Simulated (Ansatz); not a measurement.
# Sn: the cost of one run

Method: DFT PBEsol, scalar-relativistic, plane waves, PAW, in Ansatz 0.2.0.

2 further runs of the same task are left out: 2 set aside as unsound or not needed.

### 1 The system as given

It takes space group Fd-3m (No. 227, cubic). Conventional cell: a = 6.542 Å, b = 6.542 Å, c = 6.542 Å, α = 90.00°, β = 90.00°, γ = 90.00°. Around Sn (site symmetry -43m) lie 4 Sn at 2.83 Å.

Structure file:

```cif
data_structure
_symmetry_space_group_name_H-M 'Fd-3m:1'
_symmetry_Int_Tables_number 227
_cell_length_a 6.5416
_cell_length_b 6.5416
_cell_length_c 6.5416
_cell_angle_alpha 90.000
_cell_angle_beta 90.000
_cell_angle_gamma 90.000
_cell_volume 279.93
loop_
_atom_site_label
_atom_site_type_symbol
_atom_site_symmetry_multiplicity
_atom_site_Wyckoff_symbol
_atom_site_fract_x
_atom_site_fract_y
_atom_site_fract_z
_atom_site_occupancy
Sn1 Sn 8 a 0.50000 0.00000 0.50000 1
```

This cell was relaxed beforehand with the same method: volume 34.99 Å³/atom, gap on the mesh none (metal).

### 2 The reference cell

The reference gives a free energy of -11899.5087 eV, pressure -0.04 GPa, largest force 0.000 eV/Å and gap on the mesh none (metal). It was computed beforehand with the settings of the runs below.

### 3 Next: a strain scan

The cell is strained by ε times the Voigt pattern (1, 0, 0, 0, 0, 0) (xx, yy, zz, yz, xz, xy; engineering shear), with fractional coordinates fixed (clamped ions). The stress on the pattern is the sum of the stress components weighted by it, tension positive.

### 4 ε = -0.0600

File input.yaml:

```yaml
crystal:
  lattice:
    - [0.0, 3.2707792804, 3.2707792804]
    - [3.0745325236, 0.0, 3.2707792804]
    - [3.0745325236, 3.2707792804, 0.0]
  atoms:
    - { symbol: Sn, position: [0.5, 0.5, 0.5] }
    - { symbol: Sn, position: [0.75, 0.75, 0.75] }
basis:
  ecutwfc: 420
kpoints:
  mp_grid: { grid: [16, 16, 16] }
hamiltonian:
  xc: pbesol
scf:
  occupations: { method: gaussian, width: 0.15 }
output:
  forces: true
  stress: true
  eigenvalues: true
  write_density: true
  write_potential: true
  elf: true
  volumetric_format: npy
```

Run with:

```sh
> ansatz run input.yaml --threads 1 --pin off --max-ram 2560MiB --backend cpu --events-out ev --progress --plain --runs-dir out
```

What time and memory should one allow on 1 thread of Intel Xeon Platinum 8259CL at 2.50GHz (Skylake/Cascade Lake), shared host?

About 43 s, with a peak of 0.62 GiB.
